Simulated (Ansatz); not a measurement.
# Ti2COS MXene bilayer (like faces together) in a perpendicular field, part 2 of 3

What dipole does a perpendicular field induce in the Ti2COS MXene bilayer (like faces together)? A positive field points along +c.

Ansatz 0.2.0; plane-wave DFT, PBEsol-D3(BJ), Ansatz PAW (the session's first sound run).

So far. Step 2 (Relaxation): The lattice constant a goes from 3.100 to 3.048 Å.

### 3. Atoms held, field 0, start network

A sawtooth potential applies the field, turning back in the middle of the vacuum. With the dipole correction the typed value is the field outside the slab. The induced dipole is small, so the SCF threshold is tight.

The cell differs from the one that the last finished run ended in (c 57.952 → 30.178 Å).

input.yaml reads:

```yaml
crystal:
  lattice:
    - [3.0476741066, 0.0, 0.0]
    - [-1.5238370533, 2.6393631987, 0.0]
    - [0.0, 0.0, 30.177554804]
  atoms:
    - { symbol: S, position: [0.3333333333, 0.6666666667, 0.2982348987] }
    - { symbol: Ti, position: [0.6666666667, 0.3333333333, 0.3511865128] }
    - { symbol: C, position: [0.0, 0.0, 0.3902223723] }
    - { symbol: Ti, position: [0.3333333333, 0.6666666667, 0.4334032565] }
    - { symbol: O, position: [0.6666666667, 0.3333333333, 0.4625546947] }
    - { symbol: S, position: [0.6666666667, 0.3333333333, 0.7017651013] }
    - { symbol: Ti, position: [0.0, 0.0, 0.6487983075] }
    - { symbol: C, position: [0.3333333333, 0.6666666667, 0.6099133496] }
    - { symbol: Ti, position: [0.6666666667, 0.3333333333, 0.5663918512] }
    - { symbol: O, position: [0.0, 0.0, 0.5380832184] }
kpoints:
  mp_grid: { grid: [18, 18, 1] }
  band_path:
    path: [[0, 0, 0], [0.5, 0, 0], [0.33333333, 0.33333333, 0], [0, 0, 0]]
    npoints: 16
hamiltonian:
  xc: pbesol
  dispersion: d3bj
scf:
  occupations: { method: fermi_dirac, width: 0.02585 }
  convergence: { dr2_threshold: 1.0e-10 }
efield:
  axis: 3
  dipole_correction: true
  ramp_position: 0.97
  ramp_width: 0.06
  amplitude: 0
output:
  dos: { projected: true, e_range: [-6, 5] }
  bader: true
  write_potential: true
  write_density: true
  volumetric_format: npy
  elf: true
```

Launch:

```
ansatz run input.yaml --threads 4 --pin off --max-ram 6144MiB --backend cpu --events-out ev --progress --plain --runs-dir out
```

What it wrote:

```text
[...]
Crystal: 10 atoms, lattice volume = 242.746 Å³
Basis set: ecut = 420 eV, 4721 PW (Γ)
Bands: 50, of which v1, the nominal top of the filled ones, is band 40 counted from 1 (39 counted from 0)
Symmetry: 6 space group operations
[...]
k-points: 37 of 324 (time reversal used)
[...]
SCF iter   1: F=—  HF=-13294.168117 eV  |F-HF|=—  |Δ(HF+E_count)|=         —  Δρ=9.07e-3  dr2=3.12e-1  ethr=1.77e-3  p=0.003 e·Å  D=2.19e-3 V/Å  ΔV_dip=-0.07 eV  dr2_dipole=2.69e-2  V_vac-E_F(+/−)=5.78/5.85 eV  ⟨swp⟩=7.2  Hψ=8175  notcnv=0  defer=17
efield: sawtooth ramp at fractional position 0.9700 (set: `efield.ramp_position`, or a place that a band, a saddle search or an elastic batch's reference lends), width 0.0600; the density the first Hamiltonian is built on has a dipole p = 0.003 e·Å; the dipole correction subtracts the counter field D = 2.19e-3 V/Å, which shifts the + side's vacuum level by -0.07 eV against the − side's; the planar-averaged density in the ramp window peaks in size at 2.0e-5 e/Å³
[...]
SCF iter   2: F=—  HF=-13294.224549 eV  |F-HF|=—  |Δ(HF+E_count)|=   5.64e-2  Δρ=1.36e-2  dr2=5.75e-1  ethr=3.89e-4  p=-0.002 e·Å  D=-1.58e-3 V/Å  ΔV_dip=0.05 eV  dr2_dipole=2.29e-3  V_vac-E_F(+/−)=5.94/5.89 eV  ⟨swp⟩=3.0  Hψ=3402  notcnv=0  defer=146
[...]
SCF iter  11: F=-13294.123007 eV  HF=-13294.123007 eV  |F-HF|=2.55e-11  |Δ(HF+E_count)|=  1.09e-10  Δρ=1.40e-7  dr2=9.20e-11  ethr=1.00e-12  p=-0.001 e·Å  D=-4.84e-4 V/Å  ΔV_dip=0.01 eV  dr2_dipole=6.96e-12  V_vac-E_F(+/−)=5.90/5.89 eV  ⟨swp⟩=9.4  Hψ=7608  notcnv=0
SCF 1 converged in 11 iterations: F = -13294.123007 eV  dr2 = 9.20e-11
[...]
NSCF: frozen V_eff on 49 k-points
efield: sawtooth ramp at fractional position 0.9700 (kept from the solve that this one continues, or follows in the run), width 0.0600; the density the first Hamiltonian is built on has a dipole p = -0.001 e·Å; the dipole correction subtracts the counter field D = -4.84e-4 V/Å, which shifts the + side's vacuum level by +0.01 eV against the − side's; the planar-averaged density in the ramp window peaks in size at 1.9e-6 e/Å³
[...]
SCF converged after 11 iterations
Free energy (F): -13294.123007 eV
[...]
Internal energy: -13294.118101 eV  (E = F + TS)
E sigma→0 (E₀):  -13294.120554 eV
Entropy (-TS):   -0.004906 eV (-0.491 meV/atom)
Fermi energy:    2.887254 eV
Dipole field:    D = -0.000487 V/Å  (p = -0.000653 e·Å, saw-weighted, corrected)
Work function:   Φ+ = 5.9029 eV   Φ− = 5.8882 eV
Levels:          The Fermi level and band energies are counted from a zero that moves with the ramp; work functions are not
[...]
--- Band table (eV; the first three rows and the last of 37) ---
  k-point 0: bands = [... 36 lower, 3.4562, 3.4562, 3.4759, 3.4759, 3.8525, 3.8525, 3.9061, 3.9061, ... 6 higher]
  k-point 1: bands = [... 36 lower, 3.0796, 3.1204, 3.2109, 3.2417, 3.7031, 3.7381, 4.0310, 4.0791, ... 6 higher]
  k-point 2: bands = [... 36 lower, 2.4127, 2.4358, 2.8777, 2.9017, 3.5113, 3.5486, 4.1649, 4.1974, ... 6 higher]
  k-point 36: bands = [... 36 lower, 0.1135, 0.1756, 0.4585, 0.4691, 4.1064, 4.1432, 4.3303, 4.3707, ... 6 higher]
--- Bader charges: 10 sites ---
  site symbol  charge [e]  shift [e]
     0      S     -0.7270     0.0005
     1     Ti      1.6186     0.0008
     2      C     -1.7027     0.0006
     3     Ti      1.9341     0.0014
     4      O     -1.1334     0.0018
     5      S     -0.7263     0.0005
     6     Ti      1.6213     0.0008
     7      C     -1.6971     0.0006
     8     Ti      1.9413     0.0016
     9      O     -1.1288     0.0020
  estimated error of the sums over rays = 8.3e-4 e
```

It took 32 s on 4 threads of AMD EPYC 9R14 (Zen 4), shared host; peak memory 0.95 GiB.

This step gave:

```yaml
energy_at_zero_smearing: -13294.1206 eV
work_function_upper_face: 5.903 eV
dipole_along_the_normal: -6.53e-4 e·Å
```

Running mean over a fixed 2.7 Å (it still follows the layers) of the planar mean; the ramp of the sawtooth is left out. The electron's electrostatic potential energy less the Fermi level by z:

z (Å), electron's electrostatic potential energy less the Fermi level (eV) and a bar from the least value:
```
        4       5.89 ##############################
        5       5.89 ##############################
        6       5.86 ##############################
        7       5.11 ############################
        8       0.36 ###################
        9      -4.40 ##########
       10      -8.52 ##
       11      -8.71 ##
       12      -9.42 
       13      -9.56 
       14      -5.41 ########
       15      -1.69 ###############
       16      -4.49 ##########
       17      -9.01 #
       18      -9.52 
       19      -8.81 #
       20      -8.57 ##
       21      -5.45 ########
       22      -0.51 ##################
       23       4.55 ###########################
       24       5.85 ##############################
       25       5.90 ##############################
       26       5.90 ##############################
```

The density of states has structure finer than the step of the table below, so its rows give means over 0.2 eV. Peaks (eV: height): -5.72: 17.4, -4.73: 23.5, -4.59: 17.4, -4.54: 16.6, -3.79: 16.0, -2.94: 15.2, -1.78: 17.4.

Density of states against energy, zero at the Fermi level; means over each step:

```csv
energy (eV),density of states (states/eV a cell)
-5.8,5.49
-5.6,3.07
-5.4,5.96
-5.2,7.79
-5.0,8.10
-4.8,11.9
-4.6,9.73
-4.4,6.52
-4.2,2.85
-4.0,8.63
-3.8,9.53
-3.6,2.83
-3.4,1.39
-3.2,5.33
-3.0,8.83
-2.8,11.2
-2.6,7.28
-2.4,7.24
-2.2,6.34
-2.0,6.44
-1.8,8.02
-1.6,4.19
-1.4,3.55
-1.2,3.84
-1.0,2.98
-0.8,3.20
-0.6,2.30
-0.4,1.31
-0.2,1.30
0.0,2.62
0.2,3.24
0.4,3.76
0.6,5.22
0.8,3.82
1.0,2.23
1.2,5.20
```

Projected DOS per atom over height of the atomic layer and energy from the Fermi level. Layers: S Ti C Ti O O Ti C Ti S from below.

Ten even steps from '_' (0.01 states/eV) to '@' (2.71 states/eV), each cell a mean:
```
__::__==____==__::__
______::____::__..__
__::__--____--__::__
__..__::____::__::__
__..__..________..__
..________________..
::..____________..--
--..____________..--
--....________....--
**..::________::..**
--::--........--::--
::--==........==--::
--==++::::::::++==--
------....__..::----
..________________..
--::--..----..--::--
--....__....__....--
::..::::##++....__::
--....--@@@@--::..--
......::**##--......
..__....::::..____..
______..====::______
```
Columns: height of the atomic layer (Å) from 9 to 21.2 (not evenly spaced); rows upwards: energy from the Fermi level (eV) from -5.96 to 1.42.

Electronic bands along the path, in eV, zero at the Fermi level:

```csv
point,band 37,band 38,band 39,band 40,band 41,band 42,band 43,band 44
Γ,0.57,0.57,0.59,0.59,0.97,0.97,1.02,1.02
halfway,-1.38,-1.32,-0.53,-0.52,0.11,0.16,1.46,1.49
M,-1.80,-1.78,-0.65,-0.63,-0.22,-0.13,1.57,1.64
halfway,-2.36,-2.32,-1.98,-1.96,0.72,0.78,1.67,1.70
K,-2.77,-2.71,-2.43,-2.42,1.22,1.26,1.44,1.48
halfway,-1.77,-1.70,-1.27,-1.25,0.74,0.78,1.14,1.15
Γ,0.57,0.57,0.59,0.59,0.97,0.97,1.02,1.02
```

ELF in the ca plane at fractional y = 0.333, with atoms of Ti and O and S within 0.2 Å of it. It is the smooth field of the valence electrons, not physical close to the nuclei.

Values, 5 rows by 16 columns, each cell a mean:
```
0.00 0.00 0.00 0.00 0.06 0.33 0.34 0.45 0.29 0.22 0.59 0.62 0.09 0.32 0.35 0.32
0.00 0.00 0.00 0.00 0.01 0.09 0.19 0.35 0.28 0.18 0.62 0.71 0.08 0.39 0.36 0.15
0.00 0.00 0.00 0.00 0.07 0.33 0.34 0.45 0.29 0.21 0.59 0.62 0.09 0.32 0.36 0.33
0.00 0.00 0.00 0.02 0.28 0.71 0.66 0.22 0.59 0.32 0.17 0.16 0.32 0.40 0.32 0.54
0.00 0.00 0.00 0.02 0.28 0.73 0.68 0.22 0.60 0.32 0.15 0.14 0.33 0.41 0.32 0.55
```
Columns run along c (16.0 Å, from fractional 0.11 to 0.64 of the cell), rows up along a (3.0 Å). Atoms in or near the plane, at fractional coordinates: Ti at (0.35, 0.67), O at (0.46, 0.67), Ti at (0.57, 0.67).

Electrostatic potential energy in the ca plane at fractional y = 0.333, with atoms of Ti and O and S within 0.2 Å of it. With pseudopotentials it is smooth inside the atoms' cores, unlike the true potential.

Values in eV, 5 rows by 16 columns, each cell a mean:
```
  2 -10   0   5 -18 -18   3   1 -12 -16   7   9   9   9   9   9
  4 -26 -13   4 -29 -29   3   4 -22 -26   6   9   9   9   9   9
  2 -11  -1   5 -18 -18   3   1 -13 -17   7   9   9   9   9   9
 -5  -5   6   6   0   0   0  -8   1   4   8   9   9   9   9   9
 -5  -4   6   6   1   1   0  -9   1   5   8   9   9   9   9   9
```
Columns run along c (16.0 Å, from fractional 0.41 to 0.94 of the cell; values clipped at the 3rd and 97th percentile), rows up along a (3.0 Å). Atoms in or near the plane, at fractional coordinates: O at (0.46, 0.67), S at (0.70, 0.67), Ti at (0.57, 0.67).

Valence density in the ca plane at fractional y = 0.333, with atoms of Ti and O and S within 0.2 Å of it. It is the smooth field of the valence electrons, not physical close to the nuclei.

Ten steps, logarithmic in the rise over the least value, from '0' (0.00 × 1e0 e/Å³) to '9' (9.77 × 1e0 e/Å³), each cell a mean:
```
00000001223335653322234553111235653322223445
00000000112258985222236875211258985222223454
00000000112269996321247986311269996221123552
00000000122258985222236775211258985222223455
00000001233334553332234443111234543332223344
00000001334332233333333221012333223333333233
00000002344432223443443210012343223344443222
00000001234332233333333221012333323333333333
```
Columns run along c (16.0 Å, from fractional 0.18 to 0.71 of the cell), rows up along a (3.0 Å). Atoms in or near the plane, at fractional coordinates: Ti at (0.35, 0.67), O at (0.46, 0.67), S at (0.70, 0.67), Ti at (0.57, 0.67).

The work function of the upper face is 5.90 eV.

### 4. Atoms held, field 0.1 V/Å

input.yaml, as its differences from that of step 3:

```diff
@@ -30,8 +30,6 @@
   dipole_correction: true
-  ramp_position: 0.97
-  ramp_width: 0.06
-  amplitude: 0
+  ramp_position: 0.9586
+  ramp_width: 0.0828
+  amplitude: 0.1
 output:
-  dos: { projected: true, e_range: [-6, 5] }
-  bader: true
   write_potential: true
@@ -39,2 +37 @@
   volumetric_format: npy
-  elf: true
```

What it wrote:

```text
[...]
Crystal: 10 atoms, lattice volume = 242.746 Å³
Basis set: ecut = 420 eV, 4721 PW (Γ)
Bands: 50, of which v1, the nominal top of the filled ones, is band 40 counted from 1 (39 counted from 0)
Symmetry: 6 space group operations
[...]
k-points: 37 of 324 (time reversal used)
[...]
k-point 0: bands = [... 36 lower, 3.4555, 3.4555, 3.4760, 3.4760, 3.8477, 3.8477, 3.9104, 3.9104, ... 6 higher]
  k-point 1: bands = [... 36 lower, 3.0771, 3.1222, 3.2089, 3.2431, 3.7006, 3.7402, 4.0283, 4.0814, ... 6 higher]
  k-point 2: bands = [... 36 lower, 2.4066, 2.4412, 2.8745, 2.9043, 3.5093, 3.5499, 4.1633, 4.1985, ... 6 higher]
  k-point 36: bands = [... 36 lower, 0.1102, 0.1785, 0.4449, 0.4822, 4.1086, 4.1403, 4.3288, 4.3715, ... 6 higher]
[key lines of the parts left out:]
SCF converged after 16 iterations
Free energy (F): -13294.126091 eV
Fermi energy:    2.886489 eV
Dipole field:    D = 0.046459 V/Å  (p = 0.062324 e·Å, saw-weighted, corrected)
```

Wall time 16 s (4 threads); peak memory 0.93 GiB; 60 s of CPU time.

The dipole is 0.0623 e·Å.

### 5. Atoms held, field -0.1 V/Å

input.yaml, as its differences from that of step 4:

```diff
@@ -32,3 +32,3 @@
   ramp_width: 0.0828
-  amplitude: 0.1
+  amplitude: -0.1
 output:
```

What it wrote:

```text
[...]
Crystal: 10 atoms, lattice volume = 242.746 Å³
Basis set: ecut = 420 eV, 4721 PW (Γ)
Bands: 50, of which v1, the nominal top of the filled ones, is band 40 counted from 1 (39 counted from 0)
Symmetry: 6 space group operations
[...]
k-points: 37 of 324 (time reversal used)
[...]
k-point 0: bands = [... 36 lower, 3.4561, 3.4561, 3.4756, 3.4756, 3.8565, 3.8565, 3.9016, 3.9016, ... 6 higher]
  k-point 1: bands = [... 36 lower, 3.0811, 3.1186, 3.2118, 3.2404, 3.7048, 3.7360, 4.0330, 4.0766, ... 6 higher]
  k-point 2: bands = [... 36 lower, 2.4164, 2.4318, 2.8793, 2.8996, 3.5124, 3.5470, 4.1657, 4.1962, ... 6 higher]
  k-point 36: bands = [... 36 lower, 0.1163, 0.1723, 0.4555, 0.4717, 4.1036, 4.1457, 4.3313, 4.3693, ... 6 higher]
[key lines of the parts left out:]
SCF converged after 16 iterations
Free energy (F): -13294.126221 eV
Fermi energy:    2.887414 eV
Dipole field:    D = -0.047429 V/Å  (p = -0.063626 e·Å, saw-weighted, corrected)
```

Wall time 16 s (4 threads); peak memory 0.93 GiB; 60 s of CPU time.

The dipole is -0.0636 e·Å.

### 6. Single point, field 0.5 V/Å

input.yaml, as its differences from that of step 5:

```diff
@@ -30,5 +30,5 @@
   dipole_correction: true
-  ramp_position: 0.9586
-  ramp_width: 0.0828
-  amplitude: -0.1
+  ramp_position: 0.9045
+  ramp_width: 0.1911
+  amplitude: 0.5
 output:
```

What it wrote:

```text
[...]
Crystal: 10 atoms, lattice volume = 242.746 Å³
Basis set: ecut = 420 eV, 4721 PW (Γ)
Bands: 50, of which v1, the nominal top of the filled ones, is band 40 counted from 1 (39 counted from 0)
Symmetry: 6 space group operations
[...]
k-points: 37 of 324 (time reversal used)
[...]
k-point 0: bands = [... 36 lower, 3.4444, 3.4444, 3.4741, 3.4741, 3.8218, 3.8218, 3.9242, 3.9242, ... 6 higher]
  k-point 1: bands = [... 36 lower, 3.0584, 3.1279, 3.1923, 3.2467, 3.6829, 3.7453, 4.0096, 4.0879, ... 6 higher]
  k-point 2: bands = [... 36 lower, 2.3741, 2.4616, 2.8526, 2.9134, 3.4938, 3.5525, 4.1484, 4.2008, ... 6 higher]
  k-point 36: bands = [... 36 lower, 0.0919, 0.1850, 0.3848, 0.5304, 4.1127, 4.1229, 4.3174, 4.3697, ... 6 higher]
[key lines of the parts left out:]
SCF converged after 16 iterations
Free energy (F): -13294.201404 eV
Fermi energy:    2.876826 eV
Dipole field:    D = 0.234256 V/Å  (p = 0.314254 e·Å, saw-weighted, corrected)
```

It took 16 s on 4 threads; peak memory 0.93 GiB; 64 s of CPU time.

The dipole is 0.314 e·Å.

### 7. Atoms held, field -0.3 V/Å

input.yaml, as its differences from that of step 6:

```diff
@@ -30,6 +30,8 @@
   dipole_correction: true
-  ramp_position: 0.9045
-  ramp_width: 0.1911
-  amplitude: 0.5
+  ramp_position: 0.9562
+  ramp_width: 0.0876
+  amplitude: -0.3
 output:
+  dos: { projected: true, e_range: [-6, 5] }
+  bader: true
   write_potential: true
@@ -37 +39,2 @@
   volumetric_format: npy
+  elf: true
```

What it wrote:

```text
[...]
Crystal: 10 atoms, lattice volume = 242.746 Å³
Basis set: ecut = 420 eV, 4721 PW (Γ)
Bands: 50, of which v1, the nominal top of the filled ones, is band 40 counted from 1 (39 counted from 0)
Symmetry: 6 space group operations
[...]
k-points: 37 of 324 (time reversal used)
[...]
--- Bader charges: 10 sites ---
  site symbol  charge [e]  shift [e]
     0      S     -0.7146     0.0005
     1     Ti      1.6189     0.0008
     2      C     -1.7024     0.0006
     3     Ti      1.9343     0.0014
     4      O     -1.1335     0.0018
     5      S     -0.7387     0.0005
     6     Ti      1.6210     0.0008
     7      C     -1.6975     0.0006
     8     Ti      1.9411     0.0016
     9      O     -1.1287     0.0020
  estimated error of the sums over rays = 8.1e-4 e
[key lines of the parts left out:]
SCF converged after 16 iterations
Free energy (F): -13294.151541 eV
Fermi energy:    2.885899 eV
Dipole field:    D = -0.141323 V/Å  (p = -0.189584 e·Å, saw-weighted, corrected)
```

Wall time 35 s (4 threads); peak memory 0.96 GiB.

The dipole is -0.190 e·Å.

### 8. Response, atoms held

This step: plane-wave DFT, PBEsol-D3(BJ), Ansatz PAW; response to a field along the normal, atoms held (Ansatz 0.2.0).

The dipoles give the slope, and the difference of two potentials shows where the field is screened.

Numbers from this step:

```
equivalent conductor thickness p/(ε₀AE) : 14.17 Å
distance between the outer atoms        : 12.18 Å
```

Table of dipole of the cell by applied field:

```csv
applied field (V/Å),dipole of the cell (e·Å)
-0.300,-0.190
-0.100,-0.0636
0.000,-6.5e-4
0.100,0.0623
0.500,0.314
```

Local field over the applied field, running mean. From the potentials at -0.1 and 0.1 V/Å; running mean over 2.5 Å. Local field over applied field against z:

z (Å), local field over applied field and a bar:
```
        5      0.997 ##############################
        6      0.974 #############################
        7      0.825 #########################
        8      0.490 ###############
        9      0.151 ####
       10      0.025 #
       11      0.016 
       12      0.013 
       13      0.003 
       14      0.007 
       15      0.009 
       16      0.008 
       17      0.003 
       18      0.011 
       19      0.018 
       20      0.020 #
       21      0.111 ###
       22      0.424 #############
       23      0.773 #######################
       24      0.962 #############################
       25      0.996 ##############################
```

Electrons, planar mean, per unit field. The induced electron density by z:

```csv
z (Å),induced electron density (e/Å³ per V/Å)
5,1.0e-5
6,1.1e-4
7,9.8e-4
8,0.00372
9,0.00102
10,-5.4e-4
11,6.7e-5
12,2.0e-4
13,-1.3e-4
14,-1.6e-5
15,-1.9e-5
16,3.4e-5
17,6.8e-5
18,-5.0e-5
19,-1.4e-4
20,6.1e-4
21,-0.00119
22,-0.00355
23,-0.00138
24,-1.7e-4
25,-1.6e-5
```

By hand: between -0.1 and 0.1 V/Å the dipole changes by 0.1260 e·Å, a slope of 0.6298 e·Å²/V. A perfect conductor of thickness t has p = ε₀AEt, so t = 180.95 × 0.6298 / 8.044 = 14.17 Å (e/ε₀ = 180.95 V·Å, A in Å²).

The induced dipole is that of a conductor 14.17 Å thick.

(Continued in part 3 of 3.)

[Long decimals in the printed logs are rounded to 6 places.]

[Logs are printed without paths, hosts, clocks, repeated set-up lines and the standing remarks that a program may print on its own settings, such as how far it seeks lower states.]

[Hosts, paths, dates, database ids (printed as entryN), source tags and the programs' standing remarks are cut or masked in the printed files.]

[Maps of the electrostatic potential energy from Ansatz leave out the sawtooth potential of an applied field or a dipole correction, so their vacuum need not be flat; planar profiles and work functions include it.]

[The density of states shown here was stored with 400 of the rows of the run's finer table, so its peaks can read low, often by over a quarter, or be missed, and its means over a window can be off by a tenth or more.]
